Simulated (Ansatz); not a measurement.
# Zr (P6_3/mmc) in Ansatz: reference runs

How does Zr come out in PBEsol? The cell is run as given and disturbed.

Everything below comes from runs of Ansatz 0.2.0. Logs are shortened: lines on timing, memory, paths and dates and some standing lists are left out, and cuts for length are marked.

## 1. The crystal as given

The structure is hexagonal, space group P6_3/mmc (No. 194). The conventional cell has a = 3.232 Å, b = 3.232 Å, c = 5.147 Å, α = 90.00°, β = 90.00°, γ = 120.00°. Around Zr (site symmetry -6m2) lie 12 Zr at 3.18 to 3.23 Å.

## 2. Single point, PBEsol

Contents of input.yaml:

```yaml
crystal:
  lattice:
    - [3.232, 0.0, 0.0]
    - [-1.616, 2.798994105, 0.0]
    - [0.0, 0.0, 5.147]
  atoms:
    - { symbol: Zr, position: [0.6666666667, 0.3333333333, 0.75] }
    - { symbol: Zr, position: [0.3333333333, 0.6666666667, 0.25] }
kpoints:
  mp_grid: { grid: [9, 9, 5] }
scf:
  occupations: { method: fermi_dirac, width: 0.05 }
hamiltonian:
  xc: pbesol
  pseudopotentials: { kind: all_electron, lapw: { basis_error: 0.001 } }
output:
  forces: true
  stress: true
  eigenvalues: true
  populations: true
```

Potentials or basis: all-electron LAPW, scalar-relativistic.

On the command line:

```
$ ansatz run input.yaml --threads 1 --pin off --max-ram 3072MiB --backend cpu --events-out ev --progress --plain --runs-dir out
```

Standard output:

```text
Warning: RAYON_NUM_THREADS=1 ignored (pool sized by the plan → 1); use --threads N
Zr: projections on atomic orbitals take those of the free atom 1s2 2s2 2p6 3s2 3p6 3d10 4s2 4p6 4d2 5s2, of charge +0.00 (hamiltonian.pseudopotentials.projection_atoms)
LAPW: plane waves up to 6.749 Å⁻¹, error target 1.0e-3 eV per atom; small_component_spin mean_spin; Zr in spheres of 1.589 Å, 22 of its electrons in bands, Dirac shells [] (how accurate: hamiltonian.pseudopotentials.lapw.basis_error, Limitations)
Engine: ansatz 0.2.0, x86_64-unknown-linux-gnu
Pseudopotentials: kind: all_electron
Pseudopotential: Zr, LAPW, valence charge 22, lapw/all_electron/scalar/gaussian/Zr, Koelling and Harmon's equation, gaussian nucleus
Functional definition: PBEsol
  exchange = pbesol_x
  correlation = pbesol_c
Crystal: 2 atoms, lattice volume = 46.562 Å³
Basis set: ecut = 173.54537101440118 eV, 251 PW (Γ), exchange–correlation at level 2
Bands: 27, of which v1, the nominal top of the filled ones, is band 22 counted from 1 (21 counted from 0)
Symmetry: 24 space group operations
Space group: P63/mmc (ITA 194), of the structure as read, at distance tolerance 3.6e-5 Å
k-points: 36 of 405
Non-local potential: Zr, projectors of the file, none
Initial density: superposition of atomic densities (chi_scale 0.1, normalization cell)
Initial wavefunctions: plane waves of lowest kinetic energy (no species holds an atomic orbital)
Functional: x = pbesol(κ = 0.804, μ = 0.12345679012345678), c = pbesol(β = 0.046)
iter 1 solved again at ethr=3.51e-4 eV; its pass at ethr=1.00e-1 eV (dr2=1.55e-1 eV) is discarded
SCF iter   1: F=—  HF=-195744.050844 eV  |F-HF|=—  |Δ(HF+E_count)|=         —  Δρ=1.90e-2  dr2=1.56e-1  ethr=3.51e-4  ⟨swp⟩=2.7  Hψ=6467  notcnv=0
preconditioner: auto → Kerker (q_TF=auto, 2.703 Å⁻¹)  [metal: Δε(μ)=0.060 eV  Ē_g=3.801 eV  σ=0.050 eV  W_gap=0.28  n_scr=22 (ndim 8)  ℏωp=15.4 eV  f_vac=0.000  D(μ)=1.58/eV (n_scr^D=10)]
SCF iter   2: F=—  HF=-195743.870545 eV  |F-HF|=—  |Δ(HF+E_count)|=   1.80e-1  Δρ=1.09e-2  dr2=6.01e-2  ethr=3.51e-4  ⟨swp⟩=2.0  Hψ=3168  notcnv=0
SCF iter   3: F=—  HF=-195743.855535 eV  |F-HF|=—  |Δ(HF+E_count)|=   1.50e-2  Δρ=5.84e-3  dr2=1.89e-2  ethr=1.37e-4  ⟨swp⟩=2.0  Hψ=3008  notcnv=0
iter 4 solved again at ethr=3.72e-6 eV; its pass at ethr=4.30e-5 eV (dr2=1.64e-3 eV) is discarded
SCF iter   4: F=—  HF=-195743.852780 eV  |F-HF|=—  |Δ(HF+E_count)|=         —  Δρ=1.62e-3  dr2=1.64e-3  ethr=3.72e-6  ⟨swp⟩=2.0  Hψ=5010  notcnv=0
the basis was enlarged: its passes take 739.1 KiB over the memory plan, 1 of 1 planned eigensolver slots
SCF iter   5: F=—  HF=-195743.852520 eV  |F-HF|=—  |Δ(HF+E_count)|=   2.60e-4  Δρ=4.23e-4  dr2=1.04e-4  ethr=3.72e-6  ⟨swp⟩=2.0  Hψ=3010  notcnv=0
SCF iter   6: F=—  HF=-195743.852522 eV  |F-HF|=—  |Δ(HF+E_count)|=   2.00e-6  Δρ=1.60e-4  dr2=1.59e-5  ethr=2.36e-7  ⟨swp⟩=2.0  Hψ=3010  notcnv=0
SCF iter   7: F=—  HF=-195743.852521 eV  |F-HF|=—  |Δ(HF+E_count)|=   9.43e-7  Δρ=2.18e-5  dr2=3.36e-7  ethr=3.61e-8  ⟨swp⟩=2.0  Hψ=3010  notcnv=0
SCF iter   8: F=-195743.852521 eV  HF=-195743.852521 eV  |F-HF|=9.20e-9  |Δ(HF+E_count)|=   3.76e-8  Δρ=7.92e-6  dr2=3.11e-8  ethr=7.64e-10  ⟨swp⟩=2.1  Hψ=3015  notcnv=0
SCF 1 converged in 8 iterations: F = -195743.852521 eV  dr2 = 3.11e-8
SCF converged after 8 iterations
Free energy (F): -195743.852521 eV
Harris-Foulkes:  -195743.852521 eV  (|F-HF|=9.20e-9)
Internal energy: -195743.835829 eV  (E = F + TS)
E sigma→0 (E₀):  -195743.844175 eV
Entropy (-TS):   -0.016692 eV (-8.346 meV/atom)
Fermi energy:    15.654104 eV
--- Per-component energies (eV) ---
  E_band       = -3214.289222
  E_kinetic    = 202165.301154
  E_xc         = -6109.404617
  E_electrostatic = -391799.732366  (all electrons and nuclei)
  E_smearing   = -0.016692  (= −TS)
  E_closure    = 0.000000  (closes the sum)
  E_atoms      = -195728.168184  (free atoms, spherical and without spin; not in F)
  Σ components = -195743.852521   (vs F -195743.852521, Δ=0.00e0)
  Basis errors (estimates in eV, not in F): energy 1.7e-4 per atom: plane waves 1.3e-4 (6.5e-5 summed), levels above the bands 8.2e-20, relativity 1.8e-8, radial functions 4.0e-5, core shells 6.1e-7; eigenvalues (radial functions only) 8.4e-7; not estimated: angular momenta, meshes, grids; target (lapw.basis_error) 1.0e-3; muffin-tin radii Zr 1.589 Å
--- Forces (eV/Å), atoms counted from 1 ---
  atom   1  Zr     0.00000000     0.00000000     0.00000000
  atom   2  Zr     0.00000000     0.00000000     0.00000000
  max |Σ_I F_I| component: 5.55e-17 eV/Å
--- Stress (GPa, compression-positive) ---
       -3.542860       0.000000       0.000000
        0.000000      -3.542860       0.000000
        0.000000       0.000000      -2.694126
  P = ⅓ Tr σ = -3.2599 GPa (-32.599 kbar)
--- Band table (eV; the first three rows and the last of 36) ---
  k-point 0: bands = ["-153.0658", "-153.0658", "-153.0658", "-153.0658", "-153.0633", "-153.0633", "-153.0410", "-153.0410", "-153.0410", "-153.0410", "-33.0846", "-32.9281", "-11.6435", "-10.7654", "-10.7654", "-10.6247", "-10.6221", "-10.6221", "9.9744", "12.6027", "16.4982", "16.4982", "16.6525", "16.8277", "17.1929", "17.1929", "17.7686"]
  k-point 1: bands = ["-153.0658", "-153.0658", "-153.0658", "-153.0658", "-153.0633", "-153.0633", "-153.0410", "-153.0410", "-153.0410", "-153.0410", "-33.0699", "-32.9433", "-11.5521", "-10.7518", "-10.7518", "-10.7286", "-10.6359", "-10.6359", "10.3049", "12.5614", "16.2801", "16.3598", "16.3598", "16.4030", "16.9601", "16.9601", "18.2386"]
  k-point 2: bands = ["-153.0658", "-153.0658", "-153.0658", "-153.0658", "-153.0633", "-153.0633", "-153.0410", "-153.0410", "-153.0410", "-153.0410", "-33.0312", "-32.9828", "-11.3075", "-10.9934", "-10.7162", "-10.7162", "-10.6719", "-10.6719", "11.1728", "12.1353", "15.6698", "15.8788", "16.3156", "16.3156", "16.5526", "16.5526", "19.1550"]
  k-point 35: bands = ["-153.0658", "-153.0658", "-153.0658", "-153.0658", "-153.0633", "-153.0633", "-153.0410", "-153.0410", "-153.0410", "-153.0410", "-32.9107", "-32.9107", "-11.3955", "-11.3955", "-11.2235", "-11.1229", "-10.8004", "-10.8004", "14.1748", "14.2003", "14.2003", "14.4845", "15.6397", "15.6397", "17.4489", "18.0891", "20.0575"]
--- Löwdin populations: 2 sites ---
  site symbol       q [e]
     0     Zr     39.9342
     1     Zr     39.9342
  spilling = 0.001646 (of n_electrons = 80.000000)
```

Wall time 7.1 s (1 thread of Intel Xeon Platinum 8488C (Sapphire Rapids), shared host); peak memory 0.33 GiB.

What came out:

| Property | Result |
| --- | --- |
| Free energy | -195743.8525 eV |
| Pressure | -3.3 GPa |
| Band gap on the k mesh | none (metal or under the smearing width) |

Stress tensor (GPa, compression positive):
```
-3.54  0.00  0.00
 0.00 -3.54  0.00
 0.00  0.00 -2.69
```

## 3. Single point, PBEsol (atoms moved at random, drawn with an rms of 0.05 Å)

Changes to input.yaml since step 2:

```diff
@@ -6,4 +6,4 @@
   atoms:
-    - { symbol: Zr, position: [0.6666666667, 0.3333333333, 0.75] }
-    - { symbol: Zr, position: [0.3333333333, 0.6666666667, 0.25] }
+    - { symbol: Zr, position: [0.662139, 0.338644, 0.749182] }
+    - { symbol: Zr, position: [0.347126, 0.68258, 0.244579] }
 kpoints:
```

Potentials or basis: all-electron LAPW, scalar-relativistic.

On the command line:

```
$ ansatz run input.yaml --threads 1 --pin off --max-ram 3072MiB --backend cpu --events-out ev --progress --plain --runs-dir out
```

Standard output:

```text
Warning: RAYON_NUM_THREADS=1 ignored (pool sized by the plan → 1); use --threads N
Zr: projections on atomic orbitals take those of the free atom 1s2 2s2 2p6 3s2 3p6 3d10 4s2 4p6 4d2 5s2, of charge +0.00 (hamiltonian.pseudopotentials.projection_atoms)
LAPW: plane waves up to 6.819 Å⁻¹, error target 1.0e-3 eV per atom; small_component_spin mean_spin; Zr in spheres of 1.571 Å, 22 of its electrons in bands, Dirac shells [] (how accurate: hamiltonian.pseudopotentials.lapw.basis_error, Limitations)
[... 6 set-up lines as earlier in the session ...]
Crystal: 2 atoms, lattice volume = 46.562 Å³
Basis set: ecut = 177.16606317118587 eV, 251 PW (Γ), exchange–correlation at level 2
Bands: 27, of which v1, the nominal top of the filled ones, is band 22 counted from 1 (21 counted from 0)
Symmetry: 2 space group operations
Space group: P-1 (ITA 2), of the structure as read, at distance tolerance 3.6e-5 Å
k-points: 203 of 405
[... 4 set-up lines as earlier in the session ...]
iter 1 solved again at ethr=3.85e-4 eV; its pass at ethr=1.00e-1 eV (dr2=1.69e-1 eV) is discarded
SCF iter   1: F=—  HF=-195744.049582 eV  |F-HF|=—  |Δ(HF+E_count)|=         —  Δρ=1.94e-2  dr2=1.70e-1  ethr=3.85e-4  ⟨swp⟩=2.7  Hψ=36343  notcnv=0
preconditioner: auto → Kerker (q_TF=auto, 2.703 Å⁻¹)  [metal: Δε(μ)=0.052 eV  Ē_g=3.800 eV  σ=0.050 eV  W_gap=0.25  n_scr=22 (ndim 8)  ℏωp=15.4 eV  f_vac=0.000  D(μ)=1.58/eV (n_scr^D=10)]
SCF iter   2: F=—  HF=-195743.869500 eV  |F-HF|=—  |Δ(HF+E_count)|=   1.80e-1  Δρ=1.12e-2  dr2=6.59e-2  ethr=3.85e-4  ⟨swp⟩=2.0  Hψ=17864  notcnv=0
SCF iter   3: F=—  HF=-195743.853573 eV  |F-HF|=—  |Δ(HF+E_count)|=   1.59e-2  Δρ=5.95e-3  dr2=2.04e-2  ethr=1.50e-4  ⟨swp⟩=2.0  Hψ=17017  notcnv=0
iter 4 solved again at ethr=3.77e-6 eV; its pass at ethr=4.63e-5 eV (dr2=1.66e-3 eV) is discarded
SCF iter   4: F=—  HF=-195743.850719 eV  |F-HF|=—  |Δ(HF+E_count)|=         —  Δρ=1.61e-3  dr2=1.66e-3  ethr=3.77e-6  ⟨swp⟩=2.0  Hψ=28360  notcnv=0
the basis was enlarged: its passes take 395.5 KiB over the memory plan, 1 of 1 planned eigensolver slots
SCF iter   5: F=—  HF=-195743.850461 eV  |F-HF|=—  |Δ(HF+E_count)|=   2.58e-4  Δρ=4.38e-4  dr2=1.11e-4  ethr=3.77e-6  ⟨swp⟩=2.0  Hψ=17023  notcnv=0
SCF iter   6: F=—  HF=-195743.850464 eV  |F-HF|=—  |Δ(HF+E_count)|=   2.37e-6  Δρ=1.66e-4  dr2=1.73e-5  ethr=2.52e-7  ⟨swp⟩=2.0  Hψ=17022  notcnv=0
SCF iter   7: F=—  HF=-195743.850463 eV  |F-HF|=—  |Δ(HF+E_count)|=   1.03e-6  Δρ=2.19e-5  dr2=3.40e-7  ethr=3.94e-8  ⟨swp⟩=2.0  Hψ=17022  notcnv=0
SCF iter   8: F=-195743.850462 eV  HF=-195743.850462 eV  |F-HF|=2.64e-8  |Δ(HF+E_count)|=   5.37e-8  Δρ=8.49e-6  dr2=4.15e-8  ethr=7.74e-10  ⟨swp⟩=2.1  Hψ=17051  notcnv=0
SCF 1 converged in 8 iterations: F = -195743.850462 eV  dr2 = 4.15e-8
SCF converged after 8 iterations
Free energy (F): -195743.850462 eV
Harris-Foulkes:  -195743.850462 eV  (|F-HF|=2.64e-8)
Internal energy: -195743.834059 eV  (E = F + TS)
E sigma→0 (E₀):  -195743.842261 eV
Entropy (-TS):   -0.016404 eV (-8.202 meV/atom)
Fermi energy:    15.649190 eV
--- Per-component energies (eV) ---
  E_band       = -3214.298711
  E_kinetic    = 202165.302570
  E_xc         = -6109.409385
  E_electrostatic = -391799.727244  (all electrons and nuclei)
  E_smearing   = -0.016404  (= −TS)
  E_closure    = 0.000000  (closes the sum)
  E_atoms      = -195728.168184  (free atoms, spherical and without spin; not in F)
  Σ components = -195743.850462   (vs F -195743.850462, Δ=0.00e0)
  Basis errors (estimates in eV, not in F): energy 1.8e-4 per atom: plane waves 1.4e-4 (7.4e-5 summed), levels above the bands 1.1e-20, relativity 1.7e-8, radial functions 3.7e-5, core shells 8.4e-7; eigenvalues (radial functions only) 6.3e-7; not estimated: angular momenta, meshes, grids; target (lapw.basis_error) 1.0e-3; muffin-tin radii Zr 1.571 Å
--- Forces (eV/Å), atoms counted from 1 ---
  atom   1  Zr     0.03438978     0.02401987    -0.08709536
  atom   2  Zr    -0.03438978    -0.02401987     0.08709536
  max |Σ_I F_I| component: 0.00e0 eV/Å
--- Stress (GPa, compression-positive) ---
       -3.738272      -0.270349      -0.006044
       -0.270349      -3.347110      -0.004289
       -0.006044      -0.004289      -2.670175
  P = ⅓ Tr σ = -3.2519 GPa (-32.519 kbar)
--- Band table (eV; the first three rows and the last of 203) ---
  k-point 0: bands = ["-153.0663", "-153.0663", "-153.0651", "-153.0651", "-153.0633", "-153.0633", "-153.0412", "-153.0412", "-153.0409", "-153.0409", "-33.0851", "-32.9279", "-11.6452", "-10.7755", "-10.7559", "-10.6286", "-10.6237", "-10.6161", "9.9749", "12.6022", "16.4689", "16.5279", "16.6132", "16.8470", "17.1638", "17.2316", "17.6634"]
  k-point 1: bands = ["-153.0663", "-153.0663", "-153.0651", "-153.0651", "-153.0633", "-153.0633", "-153.0412", "-153.0412", "-153.0409", "-153.0409", "-33.0704", "-32.9431", "-11.5538", "-10.7606", "-10.7461", "-10.7255", "-10.6407", "-10.6314", "10.3053", "12.5608", "16.2405", "16.3418", "16.3826", "16.4275", "16.9259", "17.0030", "18.1326"]
  k-point 2: bands = ["-153.0663", "-153.0663", "-153.0651", "-153.0651", "-153.0633", "-153.0633", "-153.0412", "-153.0412", "-153.0409", "-153.0409", "-33.0320", "-32.9823", "-11.3100", "-10.9921", "-10.7215", "-10.7123", "-10.6722", "-10.6710", "11.1730", "12.1351", "15.6394", "15.9064", "16.3097", "16.3238", "16.5227", "16.5854", "19.0689"]
  k-point 202: bands = ["-153.0663", "-153.0663", "-153.0651", "-153.0651", "-153.0633", "-153.0633", "-153.0412", "-153.0412", "-153.0409", "-153.0409", "-32.9587", "-32.8987", "-11.4506", "-11.2880", "-11.1440", "-10.9675", "-10.8270", "-10.7577", "12.8144", "13.6163", "14.0281", "14.8564", "16.0818", "16.6500", "16.9644", "19.1269", "19.8489"]
--- Löwdin populations: 2 sites ---
  site symbol       q [e]
     0     Zr     39.9342
     1     Zr     39.9342
  spilling = 0.001644 (of n_electrons = 80.000000)
```

It took 29 s on 1 thread of Intel Xeon Platinum 8488C (Sapphire Rapids), shared host; peak memory 0.58 GiB.

What came out:

```
Free energy            : -195743.8505 eV
Pressure               : -3.3 GPa
Largest force          : 0.097 eV/Å
Band gap on the k mesh : none (metal or under the smearing width)
```

Forces in eV/Å, atoms in the order of the input:
```
Zr   0.034  0.024 -0.087
Zr  -0.034 -0.024  0.087
```

Levels at points of the mesh, in eV from the Fermi level:
| k point | band 19 | band 20 | band 21 | band 22 | band 23 | band 24 | band 25 | band 26 |
| --- | --- | --- | --- | --- | --- | --- | --- | --- |
| (0.00, 0.00, 0.00) | -5.67 | -3.05 | 0.82 | 0.88 | 0.96 | 1.20 | 1.51 | 1.58 |
